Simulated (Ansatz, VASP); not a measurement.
# TiTe2 (1T-TiTe2, 2 layers, AA stacking) in two plane-wave programs, part 2 of 3

One calculation is typed for both programs; each brings its own data sets. How far apart do they land? Of the first pair: The structure shown is the end of the Ansatz relaxation below.

VASP 6.6.1 and Ansatz 0.2.0.

So far: Starting point; Ansatz: relaxation, PBE with D3(BJ).

**3. VASP: single point, PBE with D3(BJ), relaxed cell, pair 1**

Level of this step: PBE with D3(BJ), no spin polarisation; plane waves and PAW (Te, Ti_sv) (VASP).

The same cell, functional, mesh and smearing now go to VASP, with its own data sets.

Lines of VASP's logs that name or quote its potential files are left out, and so is its time.

Input file INCAR:

```
SYSTEM = TiTe2
PREC = Accurate
ENCUT = 500
EDIFF = 1E-06
NELM = 120
ISMEAR = -1
SIGMA = 0.05
LREAL = .FALSE.
ALGO = Normal
GGA = PE
IVDW = 12
NBANDS = 30
LASPH = .TRUE.
LORBIT = 11
LWAVE = .FALSE.
LCHARG = .FALSE.
ISIF = 2
LDIPOL = .TRUE.
IDIPOL = 3
DIPOL = 0.5 0.5 0.5
LVHAR = .TRUE.
GGA_COMPAT = .FALSE.
NELMDL = -8
KPAR = 2
```

Input file POSCAR:

```
TiTe2
1.0
    3.6839717648      0.0000000000      0.0000000000
   -1.8419858824      3.1904131351      0.0000000000
    0.0000000000      0.0000000000     27.6518433063
Te Ti
4 2
Direct
    0.6666666667      0.3333333333      0.3196316299
    0.3333333333      0.6666666667      0.4462507642
    0.6666666667      0.3333333333      0.5537492358
    0.3333333333      0.6666666667      0.6803683701
    0.0000000000      0.0000000000      0.3835272722
    0.0000000000      0.0000000000      0.6164727278
```

Input file KPOINTS:

```
Automatic mesh
0
Gamma
12 12 1
0 0 0
```

Potentials, in the order of the species: Te and Ti_sv (PBE family, release 64).

Launch:

```console
$ mpirun -np 2 vasp_std
```

Numbers of over 12 decimals in the logs are rounded to 6 here.

What it wrote:

```text
[banner, memory and clock lines left out]
running    2 mpi-ranks, on    1 nodes
 distrk:  each k-point on    1 cores,    2 groups
 distr:  one band on    1 cores,    1 groups

 POSCAR found type information on POSCAR TeTi
 POSCAR found :  2 types and       6 ions
 LDA part: xc-table for (Slater+PW92), standard interpolation
 POSCAR, INCAR and KPOINTS ok, starting setup
 FFT: planning ... GRIDC
 FFT: planning ... GRID_SOFT
 FFT: planning ... GRID
 WAVECAR not read
 entering main loop
       N       E                     dE             d eps       ncg     rms          rms(c)
DAV:   1     0.411274375373E+03    0.41127E+03   -0.20826E+04  1380   0.131E+03
DAV:   2     0.174760536693E+02   -0.39380E+03   -0.38379E+03  1402   0.338E+02
DAV:   3    -0.296109344302E+02   -0.47087E+02   -0.45473E+02  1798   0.105E+02
DAV:   4    -0.359729396582E+02   -0.63620E+01   -0.63393E+01  1880   0.323E+01
DAV:   5    -0.364603164075E+02   -0.48738E+00   -0.48730E+00  1554   0.762E+00
DAV:   6    -0.364718077638E+02   -0.11491E-01   -0.11491E-01  1736   0.160E+00
DAV:   7    -0.364722044281E+02   -0.39666E-03   -0.39666E-03  1644   0.227E-01
DAV:   8    -0.364722108384E+02   -0.64103E-05   -0.64101E-05  1648   0.358E-02    0.174E+01
DAV:   9    -0.363701221366E+02    0.10209E+00   -0.57563E+01  1542   0.463E+01    0.195E+01
DAV:  10    -0.331563001599E+02    0.32138E+01   -0.51091E+01  1546   0.415E+01    0.862E+00
DAV:  11    -0.325066840896E+02    0.64962E+00   -0.25211E+00  1396   0.971E+00    0.457E+00
DAV:  12    -0.323585827706E+02    0.14810E+00   -0.21327E+00  1568   0.830E+00    0.230E+00
DAV:  13    -0.323323743889E+02    0.26208E-01   -0.44711E-01  1518   0.459E+00    0.115E+00
DAV:  14    -0.323247519404E+02    0.76224E-02   -0.38477E-02  1498   0.135E+00    0.605E-01
[...]
DAV:  23    -0.323245654256E+02   -0.98492E-05   -0.65865E-07   756   0.452E-03    0.546E-03
DAV:  24    -0.323245788764E+02   -0.13451E-04   -0.11868E-06   802   0.584E-03    0.307E-03
DAV:  25    -0.323245843502E+02   -0.54737E-05   -0.82523E-07   792   0.317E-03    0.402E-03
DAV:  26    -0.323245870756E+02   -0.27255E-05   -0.14260E-07   570   0.256E-03    0.258E-03
DAV:  27    -0.323245936453E+02   -0.65696E-05   -0.34766E-07   658   0.215E-03    0.160E-03
DAV:  28    -0.323245961187E+02   -0.24735E-05   -0.11330E-07   598   0.143E-03    0.760E-04
DAV:  29    -0.323245974254E+02   -0.13067E-05   -0.62998E-08   588   0.109E-03    0.521E-04
DAV:  30    -0.323245980400E+02   -0.61464E-06   -0.29114E-08   570   0.607E-04
   1 F= -.34946505E+02 E0= -.34936324E+02  d E =-.203610E-01
```

Parts of OUTCAR (step 3):

```text
ion  position               nearest neighbor table
   1  0.667  0.333  0.320-   5 2.77   5 2.77   5 2.77
   2  0.333  0.667  0.446-   5 2.74   5 2.74   5 2.74   3 3.66   3 3.66   3 3.66
   3  0.667  0.333  0.554-   6 2.74   6 2.74   6 2.74   2 3.66   2 3.66   2 3.66
   4  0.333  0.667  0.680-   6 2.77   6 2.77   6 2.77
   5  0.000  0.000  0.384-   2 2.74   2 2.74   2 2.74   1 2.77   1 2.77   1 2.77
   6  0.000  0.000  0.616-   3 2.74   3 2.74   3 2.74   4 2.77   4 2.77   4 2.77

  LATTYP: Found a hexagonal cell.
 ALAT       =     3.6839717648
 C/A-ratio  =     7.5059867642

 Subroutine GETGRP returns: Found 12 space group operations
 (whereof 12 operations were pure point group operations)

The static configuration has the point symmetry D_3d.

 Found     19 irreducible k-points:

   k-points           NKPTS =     19   k-points in BZ     NKDIM =     19   number of bands    NBANDS=     30

   dimension x,y,z NGX =    28 NGY =   28 NGZ =  210
   dimension x,y,z NGXF=    56 NGYF=   56 NGZF=  420

   ENCUT  =  500.0 eV  36.75 Ry    6.06 a.u.   6.72  6.72 50.42*2*pi/ulx,y,z

   NELECT =      48.0000    total number of electrons

 k-points in reciprocal lattice and weights: Automatic mesh
   0.00000000  0.00000000  0.00000000       0.007
   0.08333333 -0.00000000  0.00000000       0.042
   0.16666667  0.00000000  0.00000000       0.042
   0.25000000  0.00000000  0.00000000       0.042
   0.33333333 -0.00000000  0.00000000       0.042
   0.41666667  0.00000000  0.00000000       0.042
   0.50000000  0.00000000  0.00000000       0.021
   0.08333333  0.08333333  0.00000000       0.042
   0.16666667  0.08333333  0.00000000       0.083
[...]
0.33333333  0.25000000  0.00000000       0.083
   0.33333333  0.33333333  0.00000000       0.014

 dipolmoment           0.000000      0.000000      0.000000 electrons x Angstroem

 average (electrostatic) potential at core
       1 -93.1477       2 -93.3177       3 -93.3177       4 -93.1477       5 -80.5294
       6 -80.5294

 E-fermi :   0.9190

 k-point     1 :       0.0000    0.0000    0.0000
  band No.  band energies     occupation
    ...
     16      -0.5324      2.00000
     17      -0.5324      2.00000
     18      -0.4854      2.00000
     19      -0.4854      2.00000
     20       0.2399      2.00000
     21       1.2743      0.00164
     22       1.3947      0.00015
     23       1.3947      0.00015
     24       1.4010      0.00013
     25       1.4010      0.00013
    ...

 k-point     2 :       0.0833   -0.0000    0.0000
  band No.  band energies     occupation
    ...
     18      -0.4698      2.00000
     19      -0.4176      2.00000
     20       0.3386      1.99998
     21       0.8474      1.61492
     22       0.9580      0.62868
     23       1.1325      0.02757
     24       1.1942      0.00811
     25       1.2969      0.00104
     26       1.5924      0.00000
     27       2.1522      0.00000
    ...

 k-point     3 :       0.1667    0.0000    0.0000
  band No.  band energies     occupation
    ...
     20      -0.3830      2.00000
     21      -0.1664      2.00000
     22       0.4410      1.99986
     23       0.7217      1.96212
     24       0.8382      1.66843
     25       1.2091      0.00603
     26       1.4279      0.00008
     27       2.1137      0.00000
     28       2.3808      0.00000
     29       2.5100      0.00000
    ...

 Edisp (eV)   -2.62191

  Total      -0.00194    -0.00194     0.02570     0.00000    -0.00000     0.00000
  in kB      -0.00958    -0.00958     0.12671     0.00000    -0.00000     0.00000
  external pressure =        0.04 kB  Pullay stress =        0.00 kB

  energy-cutoff  :      500.00
  volume of cell :      325.00
      direct lattice vectors                 reciprocal lattice vectors
     3.683971765  0.000000000  0.000000000     0.271446163  0.156719515  0.000000000
    -1.841985882  3.190413135  0.000000000     0.000000000  0.313439031  0.000000000
     0.000000000  0.000000000 27.651843306     0.000000000  0.000000000  0.036163954

 POSITION                                       TOTAL-FORCE (eV/Angst)
 -----------------------------------------------------------------------------------
      1.84199      1.06347      8.83840         0.000000     -0.000000     -0.012276
     -0.00000      2.12694     12.33966         0.000000      0.000000      0.013421
      1.84199      1.06347     15.31219         0.000000     -0.000000     -0.013421
     -0.00000      2.12694     18.81344        -0.000000      0.000000      0.012276
      0.00000      0.00000     10.60524         0.000000      0.000000      0.002750
      0.00000      0.00000     17.04661        -0.000000      0.000000     -0.002750
 -----------------------------------------------------------------------------------
    total drift:                               -0.000000     -0.000000     -0.000000

  FREE ENERGIE OF THE ION-ELECTRON SYSTEM (eV)
  ---------------------------------------------------
  free  energy   TOTEN  =       -34.9465047050 eV

  energy  without entropy=      -34.9261437206  energy(sigma->0) =      -34.93632421

 vacuum level on the upper side and lower side of the slab         5.745         5.745

 total charge
# of ion       s       p       d       tot
------------------------------------------
    1        1.385   1.998   0.037   3.421
    2        1.385   2.005   0.044   3.434
    3        1.385   2.005   0.044   3.434
    4        1.385   1.998   0.037   3.421
    5        2.169   6.128   1.890  10.187
    6        2.169   6.128   1.890  10.187
--------------------------------------------------
tot          9.879  20.261   3.943  34.083

[... 3 further parts left out ...]
```

**4. Side by side**

Known differences besides the potentials themselves: the data sets hold 88 valence electrons in Ansatz (on its default PAW (the set named soft_2) files) and 48 in VASP; the cutoff is 420 eV in Ansatz and 500 eV in VASP; Ansatz's pressure holds a Pulay correction, VASP's none. Total energies have different zeros and are not compared.

Compared:

```csv
quantity,Ansatz,VASP,difference
pressure (GPa),0.01,0.00,0.00
"work function, lower of the two faces (eV)",4.82,4.83,-0.01
"work function, higher of the two faces (eV)",4.82,4.83,-0.01
```

At this near-relaxed geometry the largest component of a force difference is 12 meV/Å. With vacuum in the cell, a pressure given here is an average over mostly empty space and none of the material.

**5. Ansatz: relaxation, PBE with D3(BJ)**

The two programs are compared at the cell with which this relaxation starts, whose forces are those of its first step. This pair takes another cell of the material, with 9 atoms against 6 for the pair before.

The structure compared here is the start of the Ansatz relaxation; VASP solves that cell, so the two are compared at the walk's first step.

Input file input.yaml:

```yaml
crystal:
  lattice:
    - [3.75, 0.0, 0.0]
    - [-1.875, 3.2475952642, 0.0]
    - [0.0, 0.0, 34.6277649594]
  atoms:
    - { symbol: Te, position: [0.6666666667, 0.3333333333, 0.2454677629] }
    - { symbol: Ti, position: [0.0, 0.0, 0.2985454256] }
    - { symbol: Te, position: [0.3333333333, 0.6666666667, 0.3516230882] }
    - { symbol: Te, position: [0.6666666667, 0.3333333333, 0.4469223374] }
    - { symbol: Ti, position: [0.0, 0.0, 0.5] }
    - { symbol: Te, position: [0.3333333333, 0.6666666667, 0.5530776626] }
    - { symbol: Te, position: [0.6666666667, 0.3333333333, 0.6483769118] }
    - { symbol: Ti, position: [0.0, 0.0, 0.7014545744] }
    - { symbol: Te, position: [0.3333333333, 0.6666666667, 0.7545322371] }
kpoints:
  mp_grid: { grid: [12, 12, 1] }
hamiltonian:
  xc: pbe
  dispersion: d3bj
scf:
  occupations: { method: fermi_dirac, width: 0.05 }
  convergence: { dr2_threshold: 1.0e-08 }
efield:
  axis: 3
  dipole_correction: true
  ramp_position: 0.97
  ramp_width: 0.04
relax:
  f_tol: 0.01
  cell: { fix: [c, alpha, beta] }
output:
  write_potential: true
  write_density: true
  volumetric_format: npy
```

Launch:

```console
$ ansatz run input.yaml --threads 4 --pin off --max-ram 16384MiB --backend cpu --events-out ev --progress --plain --runs-dir out
```

What it wrote:

```text
[...]
Crystal: 9 atoms, lattice volume = 421.714 Å³
Basis set: ecut = 420 eV, 8263 PW (Γ), exchange–correlation on 54×54×480 points (8 copies of the dense FFT grid, shifted against one another)
[...]
- { symbol: Te, position: [0.666667, 0.333333, 0.449791] }
    - { symbol: Ti, position: [0, 0, 0.500000] }
    - { symbol: Te, position: [0.333333, 0.666667, 0.550209] }
    - { symbol: Te, position: [0.666667, 0.333333, 0.635656] }
    - { symbol: Ti, position: [-1.8649981280038306e-17, 0, 0.685700] }
    - { symbol: Te, position: [0.333333, 0.666667, 0.736740] }
[key lines of the parts left out:]
SCF converged after 4 iterations
Free energy (F): -49389.061117 eV
Fermi energy:    4.093753 eV
Dipole field:    D = 0.000010 V/Å  (p = 0.000023 e·Å, saw-weighted, corrected)
Work function:   Φ+ = 4.8331 eV   Φ− = 4.8334 eV
P = ⅓ Tr σ = -0.0016 GPa (-0.016 kbar)
```

**6. VASP: single point, PBE with D3(BJ), start cell, pair 2**

The same cell, functional, mesh and smearing now go to VASP, with its own data sets.

Changes to INCAR since step 3:

```diff
@@ -2,3 +2,3 @@
 PREC = Accurate
-ENCUT = 500
+ENCUT = 400
 EDIFF = 1E-06
@@ -11,3 +11,3 @@
 IVDW = 12
-NBANDS = 30
+NBANDS = 45
 LASPH = .TRUE.
```

Input file POSCAR:

```
TiTe2
1.0
    3.7500000000      0.0000000000      0.0000000000
   -1.8750000000      3.2475950000      0.0000000000
    0.0000000000      0.0000000000     34.6277650000
Te Ti
6 3
Direct
    0.6666666667      0.3333333333      0.2454677626
    0.3333333333      0.6666666667      0.3516230978
    0.6666666667      0.3333333333      0.4469223469
    0.3333333333      0.6666666667      0.5530776531
    0.6666666667      0.3333333333      0.6483769022
    0.3333333333      0.6666666667      0.7545322374
    0.0000000000      0.0000000000      0.2985454302
    0.0000000000      0.0000000000      0.5000000000
    0.0000000000      0.0000000000      0.7014545698
```

KPOINTS is that of step 3.

Launch:

```console
$ mpirun -np 2 vasp_std
```

What it wrote:

```text
[banner, memory and clock lines left out]
running    2 mpi-ranks, on    1 nodes
[...]
LDA part: xc-table for (Slater+PW92), standard interpolation
 POSCAR, INCAR and KPOINTS ok, starting setup
[...]
entering main loop
       N       E                     dE             d eps       ncg     rms          rms(c)
DAV:   1     0.556949957468E+03    0.55695E+03   -0.28824E+04  2102   0.115E+03
DAV:   2     0.216754602354E+02   -0.53527E+03   -0.52132E+03  2051   0.327E+02
DAV:   3    -0.454715230573E+02   -0.67147E+02   -0.65895E+02  2461   0.104E+02
DAV:   4    -0.551593008312E+02   -0.96878E+01   -0.96623E+01  2988   0.329E+01
[...]
DAV:  32    -0.484095418661E+02   -0.28867E-05   -0.97241E-08   855   0.143E-03    0.207E-03
DAV:  33    -0.484095433891E+02   -0.15230E-05   -0.49164E-08   855   0.901E-04    0.149E-03
DAV:  34    -0.484095435083E+02   -0.11916E-06   -0.14215E-08   855   0.492E-04
   1 F= -.52203916E+02 E0= -.52185533E+02  d E =-.367653E-01
```

From OUTCAR (step 6):

```text
 Edisp (eV)   -3.79437

  Total      -6.97779    -6.97779   -11.11874     0.00000     0.00000     0.00000
  in kB     -26.51008   -26.51007   -42.24239     0.00000     0.00000     0.00000
  external pressure =      -31.75 kB  Pullay stress =        0.00 kB

 POSITION                                       TOTAL-FORCE (eV/Angst)
 -----------------------------------------------------------------------------------
      1.87500      1.08253      8.50000        -0.000000      0.000000      0.816797
     -0.00000      2.16506     12.17592        -0.000000      0.000000     -0.793861
      1.87500      1.08253     15.47592        -0.000000      0.000000      0.788155
     -0.00000      2.16506     19.15184         0.000000     -0.000000     -0.788155
      1.87500      1.08253     22.45184        -0.000000     -0.000000      0.793861
     -0.00000      2.16506     26.12777         0.000000     -0.000000     -0.816797
      0.00000      0.00000     10.33796        -0.000000     -0.000000      0.123498
      0.00000      0.00000     17.31388         0.000000      0.000000      0.000000
      0.00000      0.00000     24.28980         0.000000      0.000000     -0.123498
 -----------------------------------------------------------------------------------
    total drift:                                0.000000     -0.000000      0.000000

  FREE ENERGIE OF THE ION-ELECTRON SYSTEM (eV)
  ---------------------------------------------------
  free  energy   TOTEN  =       -52.2039157973 eV

  energy  without entropy=      -52.1671504678  energy(sigma->0) =      -52.18553313

[... 3 further parts left out ...]
[key lines of the parts left out:]
E-fermi :   1.8311
```

**7. Differences**

What differs besides the data sets and the points named for the pairs above, as far as they apply: the data sets hold 132 valence electrons in Ansatz (on its default PAW (the set named soft_2) files) and 72 in VASP; the cutoff is 420 eV in Ansatz and 400 eV in VASP. Total energies have different zeros and are not compared.

Forces (eV/Å; atoms numbered as in POSCAR):

```csv
atom,"Ansatz x, y, z","VASP x, y, z"
Te1,"0.000, 0.000, 0.830","0.000, 0.000, 0.817"
Te2,"0.000, 0.000, -0.807","0.000, 0.000, -0.794"
Te3,"0.000, 0.000, 0.802","0.000, 0.000, 0.788"
Te4,"0.000, 0.000, -0.802","0.000, 0.000, -0.788"
Te5,"0.000, 0.000, 0.807","0.000, 0.000, 0.794"
Te6,"0.000, 0.000, -0.830","0.000, 0.000, -0.817"
Ti7,"0.000, 0.000, 0.122","0.000, 0.000, 0.123"
Ti8,"0.000, 0.000, 0.000","0.000, 0.000, 0.000"
Ti9,"0.000, 0.000, -0.122","0.000, 0.000, -0.123"
```

The forces differ by 6.3 meV/Å r.m.s., which is 1.7 % of the r.m.s. force of 0.378 eV/Å (both taken over all components). With vacuum in the cell, a pressure given here is an average over mostly empty space and none of the material.

[end of part 2 of 3]

[Lines on the potential files, build, host, timing and source positions are cut from VASP's logs without a mark.]

[Logs are printed without paths, hosts, clocks, repeated set-up lines and the standing remarks that a program may print on its own settings, such as how far it seeks lower states.]

[Hosts, paths, dates, database ids (printed as entryN), source tags and the programs' standing remarks are cut or masked in the printed files.]
